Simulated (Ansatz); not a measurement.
## armchair graphene nanoribbon (N = 7, H edges): bands under strain

Aim: is the armchair graphene nanoribbon (N = 7, H edges) a metal or a semiconductor?

The experiment to be reproduced. Scanning tunnelling spectroscopy of long 7-armchair ribbons on Au(111) gives a gap of 2.3 eV (Talirz et al., ChemPhysChem (2019), arXiv:1910.01385).

Main program and level: Ansatz 0.2.0; DFT PBE, plane waves, PAW; relaxation of a wire's period, in the first sound run; inputs show where later runs differ.

### Step 1. Set-up

The cell holds 18 atoms: 14 C and 4 H. Its edges and angles: a = 16.232 Å, b = 7.000 Å, c = 4.260 Å, α = 90.0°, β = 90.0°, γ = 90.0°. Vacuum lies along a and b. The structure's axis is c.

### Step 2. Relaxation of atoms and period

Band widths follow the bond lengths, so the wire is relaxed first. The atoms and the third cell vector are free; the box across stays fixed as vacuum. A Fermi-Dirac smearing is set since the result may be a metal. The pressure printed is a third of the stress's trace over the whole box, vacuum included; only the stress along the axis is relaxed.

The input, input.yaml:

```yaml
crystal:
  lattice:
    - [16.232, 0.0, 0.0]
    - [0.0, 7.0, 0.0]
    - [0.0, 0.0, 4.26]
  atoms:
    - { symbol: C, position: [0.272711137, 0.5, 0.0] }
    - { symbol: C, position: [0.424233571, 0.5, 0.0] }
    - { symbol: C, position: [0.575756005, 0.5, 0.0] }
    - { symbol: C, position: [0.727278439, 0.5, 0.0] }
    - { symbol: C, position: [0.272711137, 0.5, 0.333333333] }
    - { symbol: C, position: [0.424233571, 0.5, 0.333333333] }
    - { symbol: C, position: [0.575756005, 0.5, 0.333333333] }
    - { symbol: C, position: [0.727278439, 0.5, 0.333333333] }
    - { symbol: H, position: [0.21562346, 0.5, 0.458920188] }
    - { symbol: H, position: [0.784366117, 0.5, 0.458920188] }
    - { symbol: C, position: [0.348472354, 0.5, 0.5] }
    - { symbol: C, position: [0.499994788, 0.5, 0.5] }
    - { symbol: C, position: [0.651517222, 0.5, 0.5] }
    - { symbol: C, position: [0.348472354, 0.5, 0.833333333] }
    - { symbol: C, position: [0.499994788, 0.5, 0.833333333] }
    - { symbol: C, position: [0.651517222, 0.5, 0.833333333] }
    - { symbol: H, position: [0.21562346, 0.5, 0.874413146] }
    - { symbol: H, position: [0.784366117, 0.5, 0.874413146] }
kpoints:
  mp_grid: { grid: [1, 1, 19] }
scf:
  occupations: { method: fermi_dirac, width: 0.05 }
hamiltonian:
  xc: pbe
relax:
  cell: { fix: [a, b, alpha, beta, gamma] }
  max_steps: 45
  f_tol: 0.03
```

Launch:

```
$ ansatz run input.yaml --threads 4 --pin off --max-ram 16384MiB --backend cpu --events-out ev --progress --plain --runs-dir out
```

Numbers of over 12 decimals in the logs are rounded to 6 here.

The log of the run:

```text
Engine: ansatz 0.2.0, aarch64-unknown-linux-gnu
Pseudopotentials: kind: paw
Pseudopotential: C, paw, valence charge 4, recommended cutoff 420 eV (normal), C.paw.azcp
Pseudopotential: H, paw, valence charge 1, recommended cutoff 420 eV (normal), H.paw.azcp
Functional definition: PBE
  parameter kappa = 0.804
  parameter beta = 0.066725
  exchange = pbe_x(kappa = kappa, mu = beta*pi^2/3)
  correlation = pbe_c(beta = beta)
Crystal: 18 atoms, lattice volume = 484.038 Å³
Basis set: ecut = 420 eV, 9487 PW (Γ), exchange–correlation on 240×96×60 points (8 copies of the dense FFT grid, shifted against one another)
Bands: 48, of which v1, the nominal top of the filled ones, is band 30 counted from 1 (29 counted from 0)
Symmetry: 8 space group operations
Space group: Pmmm (ITA 47), of the structure as read, at distance tolerance 7.9e-5 Å
k-points: 10 of 19
Non-local potential: C, projectors of the file, l = 0: 2, l = 1: 2, l = 2: 1
Non-local potential: H, projectors of the file, l = 0: 2, l = 1: 1
PAW form: soft (Blöchl's): semilocal exchange-correlation on the pseudo side does not see the compensation charge
PAW one-centre angular grid: C, 110 points (default); XC on 64 Gauss nodes
PAW one-centre angular grid: H, 110 points (default); XC on 64 Gauss nodes
Initial density: superposition of atomic densities (neutral atoms: chi_scale 0, normalization atom), corrected by the library's trained network
Initial wavefunctions: pseudopotential atomic-orbital guess
Functional: x = pbe(κ = 0.804, μ = 0.219515), c = pbe(β = 0.066725)
SCF iter   1: F=—  HF=-3576.224013 eV  |F-HF|=—  |Δ(HF+E_count)|=         —  Δρ=2.51e-3  dr2=1.14e-1  ethr=1.77e-3  ⟨swp⟩=8.6  Hψ=2666  notcnv=0  defer=90
preconditioner: auto → Resta (q_TF=auto, 1.927 Å⁻¹)  ε∞=1.9  [insulator: Δε(μ)=1.483 eV  Ē_g=14.134 eV  σ=0.050 eV  W_gap=1.00  n_scr=66 (ndim 8)  ℏωp=13.1 eV  f_vac=0.631  D(μ)=0.00/eV (n_scr^D=0)  ε∞_Penn≈1.9  vacuum switching on, ρ_ref=1.4e-2 e/Å³]
SCF iter   2: F=—  HF=-3576.205329 eV  |F-HF|=—  |Δ(HF+E_count)|=   1.87e-2  Δρ=2.06e-3  dr2=3.91e-2  ethr=1.90e-4  ⟨swp⟩=2.4  Hψ=781  notcnv=0  defer=109
SCF iter   3: F=—  HF=-3576.198997 eV  |F-HF|=—  |Δ(HF+E_count)|=   6.33e-3  Δρ=9.06e-4  dr2=4.69e-3  ethr=6.51e-5  ⟨swp⟩=2.0  Hψ=631  notcnv=0  defer=109
SCF iter   4: F=—  HF=-3576.199480 eV  |F-HF|=—  |Δ(HF+E_count)|=   4.83e-4  Δρ=2.94e-4  dr2=4.41e-4  ethr=7.82e-6  ⟨swp⟩=2.7  Hψ=712  notcnv=0  defer=109
SCF iter   5: F=—  HF=-3576.199823 eV  |F-HF|=—  |Δ(HF+E_count)|=   3.43e-4  Δρ=8.18e-5  dr2=2.83e-5  ethr=7.35e-7  ⟨swp⟩=2.0  Hψ=678  notcnv=0  defer=109
SCF iter   6: F=—  HF=-3576.199915 eV  |F-HF|=—  |Δ(HF+E_count)|=   9.22e-5  Δρ=2.42e-5  dr2=2.10e-6  ethr=4.72e-8  ⟨swp⟩=2.0  Hψ=768  notcnv=0  defer=109
SCF iter   7: F=-3576.199915 eV  HF=-3576.199915 eV  |F-HF|=1.32e-7  |Δ(HF+E_count)|=   5.19e-7  Δρ=5.14e-6  dr2=8.92e-8  ethr=1.67e-10  ⟨swp⟩=3.6  Hψ=1789  notcnv=0
SCF 1 converged in 7 iterations: F = -3576.199915 eV  dr2 = 8.92e-8
  greatest PAW one-centre occupation: 0.674 electrons in one spin orbital (limit 2), on the C atom at site 6 (counted from 0), in its partial waves of l = 0
relax step   1: F+E_penalty+E_count = -3576.19991546 eV  Δ(F+E_penalty+E_count) = +0.000e0 eV  max|allowed force component| = 2.461e0 eV/Å  Δτ_max = 0.0000 Å  P = +0.466 GPa  Ω = 484.038 Å³  fix = [a, b, alpha, beta, gamma]  reactions: a +0.483, b +0.101 GPa  (7 SCF iters, dr2 threshold 1.00e-7 eV, accepted)
Crystal: 18 atoms, lattice volume = 487.941 Å³
Basis set: ecut = 420 eV, 9563 PW (Γ), exchange–correlation on 240×96×60 points (8 copies of the dense FFT grid, shifted against one another)
Initial density: handed on by an earlier stage of this run
Initial wavefunctions: those handed on with the density
iter 1 solved again at ethr=1.38e-4 eV; its pass at ethr=3.10e-3 eV (dr2=8.30e-2 eV) is discarded
SCF iter   1: F=—  HF=-3576.423730 eV  |F-HF|=—  |Δ(HF+E_count)|=         —  Δρ=4.88e-3  dr2=8.76e-2  ethr=1.38e-4  ⟨swp⟩=5.1  Hψ=2053  notcnv=0
preconditioner: auto → Resta (q_TF=auto, 1.924 Å⁻¹)  ε∞=1.9  [insulator: Δε(μ)=1.531 eV  Ē_g=13.807 eV  σ=0.050 eV  W_gap=1.00  n_scr=66 (ndim 8)  ℏωp=13.0 eV  f_vac=0.636  D(μ)=0.00/eV (n_scr^D=0)  ε∞_Penn≈1.9  vacuum switching on, ρ_ref=1.4e-2 e/Å³]
SCF iter   2: F=—  HF=-3576.403805 eV  |F-HF|=—  |Δ(HF+E_count)|=   1.99e-2  Δρ=2.06e-3  dr2=1.45e-2  ethr=1.38e-4  ⟨swp⟩=2.1  Hψ=873  notcnv=0
SCF iter   3: F=—  HF=-3576.402610 eV  |F-HF|=—  |Δ(HF+E_count)|=   1.19e-3  Δρ=9.36e-4  dr2=4.33e-3  ethr=2.41e-5  ⟨swp⟩=2.2  Hψ=758  notcnv=0
SCF iter   4: F=—  HF=-3576.402202 eV  |F-HF|=—  |Δ(HF+E_count)|=   4.08e-4  Δρ=3.11e-4  dr2=3.64e-4  ethr=7.22e-6  ⟨swp⟩=2.3  Hψ=687  notcnv=0
SCF iter   5: F=—  HF=-3576.402300 eV  |F-HF|=—  |Δ(HF+E_count)|=   9.81e-5  Δρ=9.34e-5  dr2=2.88e-5  ethr=6.06e-7  ⟨swp⟩=2.0  Hψ=667  notcnv=0
SCF iter   6: F=-3576.402308 eV  HF=-3576.402307 eV  |F-HF|=6.70e-7  |Δ(HF+E_count)|=   7.05e-6  Δρ=1.99e-5  dr2=1.42e-6  ethr=3.00e-9  ⟨swp⟩=3.6  Hψ=1921  notcnv=0
SCF 2 converged in 6 iterations: F = -3576.402308 eV  dr2 = 1.42e-6
  greatest PAW one-centre occupation: 0.676 electrons in one spin orbital (limit 2), on the C atom at site 7 (counted from 0), in its partial waves of l = 0
relax step   2: F+E_penalty+E_count = -3576.40230768 eV  Δ(F+E_penalty+E_count) = -2.024e-1 eV  max|allowed force component| = 7.561e-1 eV/Å  Δτ_max = 0.0478 Å  P = +0.131 GPa  Ω = 487.941 Å³  energy of the carried Pulay correction = -3.796e-3 eV  fix = [a, b, alpha, beta, gamma]  reactions: a +0.355, b +0.092 GPa  (6 SCF iters, dr2 threshold 1.80e-6 eV, accepted)
Crystal: 18 atoms, lattice volume = 488.432 Å³
Basis set: ecut = 420 eV, 9567 PW (Γ), exchange–correlation on 240×96×60 points (8 copies of the dense FFT grid, shifted against one another)
iter 1 solved again at ethr=1.84e-5 eV; its pass at ethr=3.10e-3 eV (dr2=1.10e-2 eV) is discarded
SCF iter   1: F=—  HF=-3576.422215 eV  |F-HF|=—  |Δ(HF+E_count)|=         —  Δρ=1.77e-3  dr2=1.14e-2  ethr=1.84e-5  ⟨swp⟩=2.9  Hψ=1877  notcnv=0
preconditioner: auto → Resta (q_TF=auto, 1.924 Å⁻¹)  ε∞=1.9  [insulator: Δε(μ)=1.587 eV  Ē_g=13.809 eV  σ=0.050 eV  W_gap=1.00  n_scr=66 (ndim 8)  ℏωp=13.0 eV  f_vac=0.635  D(μ)=0.00/eV (n_scr^D=0)  ε∞_Penn≈1.9  vacuum switching on, ρ_ref=1.4e-2 e/Å³]
SCF iter   2: F=—  HF=-3576.419414 eV  |F-HF|=—  |Δ(HF+E_count)|=   2.80e-3  Δρ=7.49e-4  dr2=2.14e-3  ethr=1.84e-5  ⟨swp⟩=2.0  Hψ=681  notcnv=0
SCF iter   3: F=—  HF=-3576.419141 eV  |F-HF|=—  |Δ(HF+E_count)|=   2.73e-4  Δρ=3.63e-4  dr2=6.81e-4  ethr=3.56e-6  ⟨swp⟩=2.0  Hψ=674  notcnv=0
SCF iter   4: F=—  HF=-3576.419135 eV  |F-HF|=—  |Δ(HF+E_count)|=   6.70e-6  Δρ=9.02e-5  dr2=2.77e-5  ethr=1.14e-6  ⟨swp⟩=2.2  Hψ=667  notcnv=0
SCF iter   5: F=—  HF=-3576.419137 eV  |F-HF|=—  |Δ(HF+E_count)|=   2.11e-6  Δρ=2.81e-5  dr2=3.30e-6  ethr=4.62e-8  ⟨swp⟩=2.0  Hψ=711  notcnv=0
SCF iter   6: F=-3576.419137 eV  HF=-3576.419137 eV  |F-HF|=4.58e-8  |Δ(HF+E_count)|=   2.76e-7  Δρ=7.12e-6  dr2=1.61e-7  ethr=3.00e-9  ⟨swp⟩=5.0  Hψ=1549  notcnv=0
SCF 3 converged in 6 iterations: F = -3576.419137 eV  dr2 = 1.61e-7
  greatest PAW one-centre occupation: 0.678 electrons in one spin orbital (limit 2), on the C atom at site 7 (counted from 0), in its partial waves of l = 0
relax step   3: F+E_penalty+E_count = -3576.41913694 eV  Δ(F+E_penalty+E_count) = -1.683e-2 eV  max|allowed force component| = 5.947e-2 eV/Å  Δτ_max = 0.0148 Å  P = +0.068 GPa  Ω = 488.432 Å³  energy of the carried Pulay correction = -4.272e-3 eV  fix = [a, b, alpha, beta, gamma]  reactions: a -0.023, b +0.090 GPa  (6 SCF iters, dr2 threshold 1.80e-6 eV, accepted)
[...]
relax step   4: F+E_penalty+E_count = -3576.41926852 eV  Δ(F+E_penalty+E_count) = -1.316e-4 eV  max|allowed force component| = 1.197e-2 eV/Å  Δτ_max = 0.0021 Å  P = +0.026 GPa  Ω = 488.586 Å³  energy of the carried Pulay correction = -4.421e-3 eV  fix = [a, b, alpha, beta, gamma]  reactions: a -0.008, b +0.090 GPa  (5 SCF iters, dr2 threshold 2.21e-7 eV, accepted)
Initial wavefunctions: pseudopotential atomic-orbital guess (no wavefunctions were taken with the density)
iter 1 solved again at ethr=3.56e-7 eV; its pass at ethr=3.10e-3 eV (dr2=2.14e-4 eV) is discarded
SCF iter   1: F=—  HF=-3576.423020 eV  |F-HF|=—  |Δ(HF+E_count)|=         —  Δρ=5.32e-5  dr2=1.09e-6  ethr=3.56e-7  ⟨swp⟩=10.8  Hψ=5311  notcnv=0  defer=1
preconditioner: auto → Resta (q_TF=auto, 1.924 Å⁻¹)  ε∞=1.9  [insulator: Δε(μ)=1.570 eV  Ē_g=13.816 eV  σ=0.050 eV  W_gap=1.00  n_scr=66 (ndim 8)  ℏωp=13.0 eV  f_vac=0.635  D(μ)=0.00/eV (n_scr^D=0)  ε∞_Penn≈1.9  vacuum switching on, ρ_ref=1.4e-2 e/Å³]
SCF iter   2: F=—  HF=-3576.423621 eV  |F-HF|=—  |Δ(HF+E_count)|=   6.00e-4  Δρ=2.70e-5  dr2=2.69e-7  ethr=1.81e-9  ⟨swp⟩=2.9  Hψ=899  notcnv=0  defer=2
SCF iter   3: F=—  HF=-3576.423887 eV  |F-HF|=—  |Δ(HF+E_count)|=   2.66e-4  Δρ=3.24e-6  dr2=2.16e-8  ethr=4.48e-10  ⟨swp⟩=2.2  Hψ=768  notcnv=0  defer=2
SCF iter   4: F=—  HF=-3576.423892 eV  |F-HF|=—  |Δ(HF+E_count)|=   5.40e-6  Δρ=6.93e-7  dr2=1.84e-9  ethr=3.61e-11  ⟨swp⟩=2.2  Hψ=683  notcnv=0  defer=2
SCF iter   5: F=—  HF=-3576.423892 eV  |F-HF|=—  |Δ(HF+E_count)|=   8.93e-9  Δρ=3.12e-7  dr2=7.64e-10  ethr=3.07e-12  ⟨swp⟩=2.0  Hψ=716  notcnv=0  defer=2
SCF iter   6: F=-3576.423892 eV  HF=-3576.423892 eV  |F-HF|=4.67e-9  |Δ(HF+E_count)|=   4.88e-9  Δρ=7.53e-8  dr2=7.11e-11  ethr=1.00e-12  ⟨swp⟩=3.1  Hψ=1749  notcnv=0
SCF 5 converged in 6 iterations: F = -3576.423892 eV  dr2 = 7.11e-11
relax step   5: F+E_penalty+E_count = -3576.42389244 eV  Δ(F+E_penalty+E_count) = -4.624e-3 eV  max|allowed force component| = 1.192e-2 eV/Å  Δτ_max = 0.0000 Å  P = +0.037 GPa  Ω = 488.586 Å³  fix = [a, b, alpha, beta, gamma]  reactions: a -0.010, b +0.111 GPa  stress off target by 1.04e-2 GPa on what of the cell is left free  SCF on the basis re-selected at this cell (its energy is not comparable with the rows above)  (6 SCF iters)
basis re-selected at this cell: Δ(F+E_penalty+E_count) = -4.624e-3 eV, ΔP = +0.011 GPa vs the last step (what re-selecting the basis moved, of the pressure what is left beyond the Pulay correction that the steps carried, after the strain that the cell walked since its last selection, with what the two solves' SCF thresholds leave and, on support functions, any second-order correction that the steps lacked; it is no m [...]
SCF converged after 6 iterations
Free energy (F): -3576.423892 eV
Harris-Foulkes:  -3576.423892 eV  (|F-HF|=4.67e-9)
Internal energy: -3576.423892 eV  (E = F + TS)
E sigma→0 (E₀):  -3576.423892 eV
Entropy (-TS):   -0.000000 eV (-0.000 meV/atom)
Fermi energy:    -0.951304 eV
--- Per-component energies (eV) ---
  E_band       = -588.747174
  E_kinetic    = 1323.745833
  E_local      = -11632.098147  (includes V_loc(G=0)·N_el)
  E_nonlocal   = 389.261452
  E_hartree    = 5152.058014
  E_xc         = -706.302549
  E_vxc        = -875.876498  (∫ρ·V_xc dr)
  E_paw        = -1392.961617  (= ΣΔE_a)
  E_vpaw       = -97.890901  (= ΣTr[D̂ρ^β])
  E_aug_tail   = -0.005463  (compensation charges beyond the density's cutoff)
  E_ewald      = 3289.878585
  E_smearing   = -0.000000  (= −TS)
  E_closure    = 0.000000  (closes the sum)
  Σ components = -3576.423892   (vs F -3576.423892, Δ=0.00e0)
--- Forces (eV/Å), atoms counted from 1 ---
  atom   1  C     -0.00592242     0.00000000     0.01142823
  atom   2  C     -0.00536748    -0.00000000    -0.00816175
  atom   3  C      0.00536748    -0.00000000    -0.00816175
  atom   4  C      0.00592242     0.00000000     0.01142823
  atom   5  C     -0.00592242    -0.00000000    -0.01142823
  atom   6  C     -0.00536748     0.00000000     0.00816175
  atom   7  C      0.00536748     0.00000000     0.00816175
  atom   8  C      0.00592242    -0.00000000    -0.01142823
  atom   9  H      0.00484617    -0.00000000     0.00336304
  atom  10  H     -0.00484617    -0.00000000     0.00336304
  atom  11  C      0.00516732    -0.00000000    -0.01191822
  atom  12  C      0.00000000    -0.00000000     0.00241711
  atom  13  C     -0.00516732    -0.00000000    -0.01191822
  atom  14  C      0.00516732     0.00000000     0.01191822
  atom  15  C     -0.00000000     0.00000000    -0.00241711
  atom  16  C     -0.00516732     0.00000000     0.01191822
  atom  17  H      0.00484617     0.00000000    -0.00336304
  atom  18  H     -0.00484617     0.00000000    -0.00336304
  max |Σ_I F_I| component: 3.90e-18 eV/Å
--- Stress (GPa, compression-positive) ---
       -0.010108      -0.000000      -0.000000
       -0.000000       0.111138       0.000000
       -0.000000       0.000000       0.010386
  P = ⅓ Tr σ = 0.0371 GPa (0.371 kbar)
--- Relaxed structure (4 steps of the walk, 4 accepted, 1 SCFs on fresh bases) ---
  F+E_penalty+E_count = -3576.42389244 eV   max|allowed force component| = 1.192e-2 eV/Å   (the final SCF, on the basis selected at the relaxed cell)
  cell:  # Å, volume = 488.5864 Å³
    - [16.232, 0.0, 0.0]
    - [0.0, 7.0, 0.0]
    - [0.0, 0.0, 4.300029]
  atoms:
    - { symbol: C, position: [0.273854, 0.5, 0.00734667] }
    - { symbol: C, position: [0.423841, 0.5, -0.000236529] }
    - { symbol: C, position: [0.576159, 0.5, -0.000236529] }
    - { symbol: C, position: [0.726146, 0.5, 0.00734667] }
    - { symbol: C, position: [0.273854, 0.5, 0.325987] }
    - { symbol: C, position: [0.423841, 0.5, 0.333570] }
    - { symbol: C, position: [0.576159, 0.5, 0.333570] }
    - { symbol: C, position: [0.726146, 0.5, 0.325987] }
    - { symbol: H, position: [0.214786, 0.5, 0.445424] }
    - { symbol: H, position: [0.785214, 0.5, 0.445424] }
    - { symbol: C, position: [0.348109, 0.5, 0.499187] }
    - { symbol: C, position: [0.500000, 0.5, 0.501336] }
    - { symbol: C, position: [0.651891, 0.5, 0.499187] }
    - { symbol: C, position: [0.348109, 0.5, 0.834147] }
    - { symbol: C, position: [0.500000, 0.5, 0.831997] }
    - { symbol: C, position: [0.651891, 0.5, 0.834147] }
    - { symbol: H, position: [0.214786, 0.5, 0.887910] }
    - { symbol: H, position: [0.785214, 0.5, 0.887910] }
```

Elapsed: 18 s, on 4 threads of Arm Neoverse V1, shared host; peak memory 0.96 GiB.

Step by step:

```
step  energy less that of the first step (eV)  largest force component (eV/Å)  pressure (GPa)  volume (Å³)
   1                                   0.0000                          2.4610            0.47       484.04
   2                                  -0.2024                          0.7561            0.13       487.94
   3                                  -0.2192                          0.0595            0.07       488.43
   4                                  -0.2194                          0.0120            0.03       488.59
  5*                                  -0.2240                          0.0119            0.04       488.59
```

Relaxation steps marked * repeat the geometry before them on a plane-wave basis chosen anew for their cell, so energy and pressure can jump there.

The run keeps the 8 symmetry operations that it works with, so distortions that break them were not tested.

```csv
cell as run,before,after,change
c (Å),4.260,4.300,+0.9 %
```

The atoms that moved most (Å, along periodic axes as changes of fractional coordinates times the final cell, across vacuum about the mean position):

```
atom      dx     dy      dz  length
  H9  -0.014  0.000  -0.058   0.060
 H10   0.014  0.000  -0.058   0.060
 H17  -0.014  0.000   0.058   0.060
 H18   0.014  0.000   0.058   0.060
  C1   0.018  0.000   0.032   0.037
  C5   0.018  0.000  -0.032   0.037
  C4  -0.018  0.000   0.032   0.037
  C8  -0.018  0.000  -0.032   0.037
```

Final coordinates:

```cif
data_structure
_symmetry_space_group_name_H-M 'P 1'
_symmetry_Int_Tables_number 1
_cell_length_a 16.2320
_cell_length_b 7.0000
_cell_length_c 4.3000
_cell_angle_alpha 90.000
_cell_angle_beta 90.000
_cell_angle_gamma 90.000
_cell_volume 488.59
loop_
_atom_site_label
_atom_site_type_symbol
_atom_site_fract_x
_atom_site_fract_y
_atom_site_fract_z
_atom_site_occupancy
C1 C 0.27385 0.50000 0.00735 1
C2 C 0.42384 0.50000 0.99976 1
C3 C 0.57616 0.50000 0.99976 1
C4 C 0.72615 0.50000 0.00735 1
C5 C 0.27385 0.50000 0.32599 1
C6 C 0.42384 0.50000 0.33357 1
C7 C 0.57616 0.50000 0.33357 1
C8 C 0.72615 0.50000 0.32599 1
H9 H 0.21479 0.50000 0.44542 1
H10 H 0.78521 0.50000 0.44542 1
C11 C 0.34811 0.50000 0.49919 1
C12 C 0.50000 0.50000 0.50134 1
C13 C 0.65189 0.50000 0.49919 1
C14 C 0.34811 0.50000 0.83415 1
C15 C 0.50000 0.50000 0.83200 1
C16 C 0.65189 0.50000 0.83415 1
H17 H 0.21479 0.50000 0.88791 1
H18 H 0.78521 0.50000 0.88791 1
```

Numbers from this step:

```
cell length along the wire : 4.300 Å
```

The cell's length comes to 4.300 Å with spin left out.

(Part 1 of 3 ends here.)

[Logs are printed without paths, hosts, clocks, repeated set-up lines and the standing remarks that a program may print on its own settings, such as how far it seeks lower states.]

[Hosts, paths, dates, database ids (printed as entryN), source tags and the programs' standing remarks are cut or masked in the printed files.]
